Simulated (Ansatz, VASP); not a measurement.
**Si2Mo: VASP beside Ansatz**

Contents of INCAR:

```
SYSTEM = Si2Mo
PREC = Accurate
ENCUT = 600
EDIFF = 1E-7
ISMEAR = -1
SIGMA = 0.05
LREAL = .False.
LASPH = .True.
NELM = 100
ALGO = Normal
ISIF = 3
LWAVE = .False.
LCHARG = .False.
GGA = CA
IBRION = 2
NSW = 100
EDIFFG = -0.005
```

KPOINTS

```
regular mesh
0
Gamma
  14 14 14
  0 0 0
```

File POSCAR:

```
Si2Mo
1.0
   -1.5838372788      1.5838372788      3.8907952652
    1.5838372788     -1.5838372788      3.8907952652
    1.5838372788      1.5838372788     -3.8907952652
Si Mo
2 1
Direct
    0.3330000000      0.3330000000      0.0000000000
    0.6670000000      0.6670000000      0.0000000000
    0.0000000000      0.0000000000      0.0000000000
```

Input for Ansatz:

```yaml
crystal:
  lattice:
    - [-1.5838372788, 1.5838372788, 3.8907952652]
    - [1.5838372788, -1.5838372788, 3.8907952652]
    - [1.5838372788, 1.5838372788, -3.8907952652]
  atoms:
    - { symbol: Si, position: [0.333, 0.333, 0.0] }
    - { symbol: Si, position: [0.667, 0.667, 0.0] }
    - { symbol: Mo, position: [0.0, 0.0, 0.0] }
kpoints:
  mp_grid: { grid: [14, 14, 14] }
scf:
  occupations: { method: fermi_dirac, width: 0.05 }
hamiltonian:
  xc: lda
  pseudopotentials: { kind: all_electron, lapw: { basis_error: 0.001 } }
output:
  forces: true
  stress: true
relax:
  f_tol: 0.005
  max_steps: 80
  cell: {}
```

Alike in both runs: task relaxation of cell and atoms; functional LDA; k mesh 14 × 14 × 14; occupations fermi-dirac, width 0.05 eV; no spin polarisation.

|  | VASP | Ansatz |
| --- | --- | --- |
| version | VASP 6.6.1 | Ansatz 0.2.0 |
| potentials or method | VASP PAW LDA potentials, release 64 (Si, Mo_sv) | all-electron LAPW, scalar-relativistic |
| plane-wave cutoff (eV) | 600 | see its input |

|  | VASP | Ansatz | Ansatz less VASP |
| --- | --- | --- | --- |
| relaxed volume (Å³/atom) | 13.10 | 13.06 | -0.032 |
| relaxed cell length with the largest relative difference (Å) | 4.494 | 4.491 | -0.0036 |
| energy change over the relaxation (meV/atom) | -2 | -2 | +0.1 |

Ansatz ran all-electron here, so the differences hold the error of VASP's frozen core and of both bases.
